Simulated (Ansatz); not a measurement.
We consider cubic perovskite BaSnO3, described by PBE-D3(BJ) (Ansatz, a quantum-chemistry and plane-wave program, plane waves, PAW).

Run with plane-wave cutoff 500 eV, 8×8×8 k mesh, gaussian smearing 0.02 eV, scalar-relativistic PAW data made under PBE.

Cell (relaxed at this level):

```
BaSnO3
1.0
    4.14943     0.00000     0.00000
    0.00000     4.14943     0.00000
    0.00000     0.00000     4.14943
Ba Sn O
1 1 3
Direct
  0.00000   0.00000   0.00000
  0.50000   0.50000   0.50000
  0.50000   0.00000   0.50000
  0.00000   0.50000   0.50000
  0.50000   0.50000   0.00000
```

Question: Estimate the band gap that the calculation returns.

Answer: 
- band gap: 0.71 eV (on the SCF k mesh)

Measured, for comparison: band gap 2.95 eV (temperature not stated, no zero-point or thermal correction, indirect, from the absorption edge of a single crystal; as tabulated in Kim et al. (2012), arXiv:1207.0764).

Spin–orbit coupling is not included.

Computed values are for the static lattice.

Computing time: around 22 core-seconds (rough).
